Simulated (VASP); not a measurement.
Runs of VASP 6.6.1 on BeS. It takes space group F-43m (No. 216, cubic). Conventional cell: a = 4.850 Å, b = 4.850 Å, c = 4.850 Å, α = 90.00°, β = 90.00°, γ = 90.00°. Be (site symmetry -43m) is surrounded by 4 S at 2.10 Å. Around S (site symmetry -43m) lie 4 Be at 2.10 Å. 

```tsv
task	level	cell	k mesh	cutoff (eV)	smearing	exchange at q = 0	grid for exact exchange (PRECFOCK)	gap on the mesh (eV)	pressure (GPa)
relaxation of cell and atoms	PBE	relaxed	8 × 8 × 8	600	fermi-dirac 0.02 eV	-	-	3.15	0.0
single point	PBE	F-43m, 14.49 Å³/atom	8 × 8 × 8	520	fermi-dirac 0.02 eV	-	-	3.15	0.0
dielectric tensor	PBE	F-43m, 14.43 Å³/atom	8 × 8 × 8	520	gaussian 0.01 eV	-	-	3.14	-
single point	PBE0	F-43m, 14.43 Å³/atom	6 × 6 × 6	520	gaussian 0.01 eV	truncated	Normal	(a)	-1.0
```

Alike in all rows: potentials or basis VASP PAW PBE potentials, release 64 (Be, S); no spin polarisation.

Task: Fill in the values left out.

Result: (a) 4.79.

Caveats: the PAW data sets were made with another functional, which shifts forces and pressure a little (some runs).

A k mesh can miss the band edges.
